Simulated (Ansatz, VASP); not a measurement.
# Two plane-wave programs on Si

```
Si
1.0
     0.00000    2.71692    2.71692
     2.71692    0.00000    2.71692
     2.71692    2.71692    0.00000
Si
2
Direct
  0.75000 0.75000 0.75000
  0.50000 0.50000 0.50000
```

Alike in both runs: task single point; functional PBEsol; k mesh 12 × 12 × 12; occupations gaussian, width 0.02 eV; no spin polarisation.

|  | VASP | Ansatz |
| --- | --- | --- |
| version | VASP 6.6.1 | Ansatz 0.2.0 |
| potentials or method | VASP PAW PBE potentials, release 64 (Si) | scalar-relativistic, plane waves, PAW |
| plane-wave cutoff (eV) | 520 | 420 |
| valence electrons in the cell | 8 | 8 |

VASP gave:

```
gap on the k mesh at the Fermi level (eV) : 0.46
least direct gap on the mesh (eV)         : 2.52
pressure (GPa)                            : 0.1
```

Q: Estimate Ansatz's values.

A: gap on the k mesh at the Fermi level (eV): 0.46; least direct gap on the mesh (eV): 2.52; pressure (GPa): 0.0.

Caveats: the PAW data sets were made with another functional, which shifts forces and pressure a little (VASP).
